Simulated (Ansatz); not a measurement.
**Trial structures of P: starts and ends**

Computed with DFT PBE, scalar-relativistic, plane waves, PAW (Ansatz 0.2.0). Settings: cutoff 420 eV, Γ-centred meshes spaced at most about 0.3 Å⁻¹, and about 0.25 Å⁻¹ or finer for metals (2π included), Gaussian smearing. No spin polarisation in the final relaxations.

Each guess was relaxed in cell and atoms at zero pressure, within the symmetry of its start. All energies are static (0 K, no zero-point motion). Coordination counts all near atoms (those within 1.25 times the shortest such distance or 1.15 times the sum of covalent radii, 1.27 where that leaves under three).

```tsv
guess	made from	start group	V start (Å³/atom)	end group	V end (Å³/atom)	coordination at the end	gap on mesh (eV)	E over the lowest end (meV/atom)
1	one element on all sites of the Ca type	P4_12_12	19.0	P4_12_12	16.3	P 4	0	279
2	random cell	Im-3m	22.5	?	?	?	?	?
3	one element on all sites of the Te type	Pbam	19.0	Pm-3m (simple cubic)	14.6	P 6	0	0
4	random cell	P2_13	19.5	P4_332	16.5	P 6	0	348
```

Guess 2 as it starts:

```yaml
crystal:
  lattice:
    - [-2.56513, 2.56513, 2.56513]
    - [2.56513, -2.56513, 2.56513]
    - [2.56513, 2.56513, -2.56513]
  atoms:
    - { symbol: P, position: [0.00000, 0.50000, 0.50000] }
    - { symbol: P, position: [0.50000, 0.00000, 0.50000] }
    - { symbol: P, position: [0.50000, 0.50000, 0.00000] }
```

Question: Predict the end of this guess and its energy over the lowest end.

Answer: It ends in space group Im-3m (No. 229), with a = 4.673 Å, 17.0 Å³/atom and no gap. It lies 0.58 eV/atom over the lowest end, above guess 4 and so the highest of the set. Counting all near atoms, this end has P 4 and the lowest (guess 3) has P 6.

```
P
1.0
    -2.33638    2.33638    2.33638
     2.33638   -2.33638    2.33638
     2.33638    2.33638   -2.33638
P
3
Direct
  0.00000 0.50000 0.50000
  0.50000 0.00000 0.50000
  0.50000 0.50000 0.00000
```

Weakly bound directions are ill-defined at this level, which has no dispersion term (P4_12_12), and this can change margins and order among such cells. Cells relaxed within their symmetry can be saddle points. The part of the Crystallography Open Database at hand lists P in space groups No. 2, 13, 64, 123; no cell shown has one of them. Some candidate types were left out of the draw beforehand, so a known form may be missing.
